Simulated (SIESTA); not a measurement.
**CuO in SIESTA: convergence with EnergyShift**

Crystal: CuO.

```
Cu O
1.0
     2.87950    0.00000    0.00000
     0.03907    2.87928    0.00000
     0.01750    0.01724    5.17634
Cu O
2 2
Direct
  0.98699 0.50655 0.99987
  0.48639 0.00099 0.50254
  0.99593 0.99062 0.74703
  0.00004 0.99172 0.25001
```

The cell comes from a database or a generator and needn't be the stable form of this composition.

The cell isn't the ideal one: atoms moved at random, drawn with an rms of 0.05 Å.

```yaml
Program: SIESTA 5.4.2
Task: single point
Functional: PBEsol
Potentials_or_basis: PseudoDojo 0.4 standard (PBEsol files)
Basis: DZP (energy shift 0.05 Ry; two zetas on semicore shells)
Grid_cutoff: 800 Ry
Energy_shift: 0.05 Ry
k_mesh: 7 × 7 × 4
Occupations: fermi-dirac, width 0.05 eV
Spin: no spin polarisation
```

These are the settings of the first run; the series varies EnergyShift, with any setting tied to it.

Hardware: 1 thread of Intel(R) Xeon(R) 6975P-C (Granite Rapids), on a shared host.

```csv
EnergyShift,"energy less the tightest run, at zero smearing (meV/atom)",pressure (GPa),largest force (eV/Å),SCF cycles,CPU time (s),peak memory (GiB)
0.05,3763.69,-53.08,0.441,13,13,0.23
0.03,1774.91,-26.96,0.589,13,15,0.24
0.02,1005.65,-12.73,0.633,13,17,0.25
0.01,430.93,-2.11,0.699,12,22,0.28
0.005,204.88,0.00,0.691,13,31,0.31
0.003,109.23,-0.26,0.690,13,38,0.33
0.002,56.21,-0.46,0.707,12,43,0.35
0.001,0.00,-0.11,0.707,12,60,0.39
```

Against the tightest run, the largest force stays within 0.005 eV/Å from 0.002 on. Not settled before the last step: the energy (to 1 meV/atom), the pressure (to 0.1 GPa). The tightest run that finished is the yardstick and may itself not be fully converged.

Caveat, for the tightest run too: short orbitals over semicore shells can move pressures by several GPa; the basis of atomic orbitals isn't converged, which shifts pressures, moduli and gaps; the run has no spin polarisation, though such a crystal can be magnetic.
